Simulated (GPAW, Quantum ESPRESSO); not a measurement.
This is a calculation of WS2 (Tungstenite) for GPAW 26.7.0 (ASE script). 

File run.py:

```python
from ase import Atoms
from ase.dft.bandgap import bandgap
from ase.io import write
from ase.units import Bohr, GPa
from gpaw import GPAW, PW
from gpaw.elf import elf_from_dft_calculation

atoms = Atoms(['W', 'W', 'S', 'S', 'S', 'S'],
              cell=[[3.18, 0.0, 0.0],
                    [-1.59, 2.753960784, 0.0],
                    [0.0, 0.0, 12.5]],
              scaled_positions=[[0.6666666667, 0.3333333333, 0.75],
                                [0.3333333333, 0.6666666667, 0.25],
                                [0.6666666667, 0.3333333333, 0.375],
                                [0.3333333333, 0.6666666667, 0.875],
                                [0.6666666667, 0.3333333333, 0.125],
                                [0.3333333333, 0.6666666667, 0.625]],
              pbc=True)

calc = GPAW(mode=PW(600),
            xc='PBE',
            kpts={'size': (10, 10, 3), 'gamma': True},
            occupations={'name': 'fermi-dirac', 'width': 0.05},
            nbands=46,
            convergence={'density': 1e-05, 'energy': 1e-05},
            maxiter=150,
            txt='gpaw.txt')
atoms.calc = calc
energy = atoms.get_potential_energy()
forces = atoms.get_forces()
stress = atoms.get_stress()
calc.write('gs.gpw')
write('result.traj', atoms)
print(f'Energy: {energy:.6f} eV')
print('Forces (eV/A):')
print(forces.round(4))
print('Stress (GPa):', (stress / GPa).round(3))
print('Fermi level:', round(calc.get_fermi_level(), 4), 'eV')
print(f'Gap: {bandgap(calc)[0]:.4f} eV, direct: {bandgap(calc, direct=True)[0]:.4f} eV')

# fields on the real-space grid
write('density.cube', atoms, data=calc.get_pseudo_density() * Bohr**3)
write('potential.cube', atoms, data=calc.get_electrostatic_potential())
write('elf.cube', atoms, data=elf_from_dft_calculation(calc).data)
```

Potentials or basis: GPAW PAW data sets (gpaw-data 1.2.1), pw.

The run is started by

```sh
$ OMP_NUM_THREADS=1 python run.py
```

Translate it to Quantum ESPRESSO 7.5. Potentials or basis there: SSSP 1.3 efficiency PBE, cutoff 748 eV.

As run (cutoffs and basis follow the program's own potentials, and thresholds, step limits or extra output files can differ):

The input pw.in:

```
&CONTROL
  calculation = 'scf'
  prefix = 'pwscf'
  outdir = './tmp'
  pseudo_dir = './pseudo'
  tprnfor = .true.
  tstress = .true.
  disk_io = 'nowf'
/
&SYSTEM
  ibrav = 0
  nat = 6
  ntyp = 2
  ecutwfc = 55
  ecutrho = 440
  nbnd = 36
  occupations = 'smearing'
  smearing = 'fd'
  degauss = 0.00367493
/
&ELECTRONS
  conv_thr = 1.2d-09
  electron_maxstep = 120
  mixing_beta = 0.5
/
ATOMIC_SPECIES
W    183.8400 W_pbe_v1.2.uspp.F.UPF
S     32.0600 s_pbe_v1.4.uspp.F.UPF
CELL_PARAMETERS angstrom
   3.1800000000    0.0000000000    0.0000000000
  -1.5900000000    2.7539607840    0.0000000000
   0.0000000000    0.0000000000   12.5000000000
ATOMIC_POSITIONS crystal
W      0.6666666667    0.3333333333    0.7500000000
W      0.3333333333    0.6666666667    0.2500000000
S      0.6666666667    0.3333333333    0.3750000000
S      0.3333333333    0.6666666667    0.8750000000
S      0.6666666667    0.3333333333    0.1250000000
S      0.3333333333    0.6666666667    0.6250000000
K_POINTS automatic
10 10 3 0 0 0
```

Potentials or basis: SSSP 1.3 efficiency PBE.

The run is started by

```console
$ OMP_NUM_THREADS=1 pw.x -in pw.in > pw.out
```

Both were run:

|  | GPAW | Quantum ESPRESSO |
| --- | --- | --- |
| Pressure | 2.3 GPa | 2.5 GPa |
| Largest force | 0.146 eV/Å | 0.160 eV/Å |

Pressure is positive in compression.
